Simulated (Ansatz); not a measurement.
KTaO3:

```
Ta K O
1.0
     3.98830    0.00000    0.00000
     0.00000    3.98830    0.00000
     0.00000    0.00000    3.98830
Ta K O
1 1 3
Cartesian
  0.0000 0.0000 0.0000
  1.9942 1.9942 1.9942
  0.0000 0.0000 1.9942
  0.0000 1.9942 0.0000
  1.9942 0.0000 0.0000
```

Program: Ansatz 0.2.0. Alike in all runs: task band structure; potentials or basis Ansatz PAW; cell as given; smearing fermi-dirac 0.05 eV.

Task: Order these runs on this cell by their band gap on the k mesh, lowest first.
A. level RPBE; spin off; k mesh 7 × 7 × 7; cutoff (eV) 420
B. level r2SCAN; spin SOC, no magnetisation; k mesh 5 × 5 × 5; cutoff (eV) 500
C. level LDA; spin off; k mesh 7 × 7 × 7; cutoff (eV) 420

Result: C (2.13 eV), A (2.33 eV), B (2.60 eV).

Caveats: the k mesh misses the band edges, so the gap on the mesh is wider than the one along the path; spin-orbit coupling is left out, which moves the levels of the heavy elements (some runs).

Runs at the PBE level aren't shown here.
